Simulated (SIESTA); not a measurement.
The system is Ta.

```
CELL_PARAMETERS angstrom
-1.65128 1.65128 1.65128
1.65128 -1.65128 1.65128
1.65128 1.65128 -1.65128
ATOMIC_POSITIONS crystal
Ta 0.00000 0.00000 0.00000
```

Base run:

| Property | Result |
| --- | --- |
| Program | SIESTA 5.4.2 |
| Functional | vdW-DF |
| Potentials or basis | PseudoDojo 0.4 standard (PBE files) |
| Basis | DZP (energy shift 0.003 Ry; two zetas on semicore shells) |
| Grid cutoff | 800 Ry |
| Energy shift | 0.003 Ry |
| k mesh | 11 × 11 × 11 |
| Occupations | fermi-dirac, width 0.05 eV |
| Spin | no spin polarisation |

Its results: band gap on the k mesh none (metal or under the smearing width); pressure 7.7 GPa.

Task: The run is repeated on the same cell with these changes: functional from vdW-DF to optB88-vdW. What comes out?

Result: Band gap on the k mesh none (metal or under the smearing width); pressure 1.5 GPa.

Caveats: short orbitals over semicore shells can move pressures by several GPa; the potentials were made for another functional, which shifts forces and pressure; the basis of atomic orbitals isn't converged, which shifts pressures, moduli and gaps.
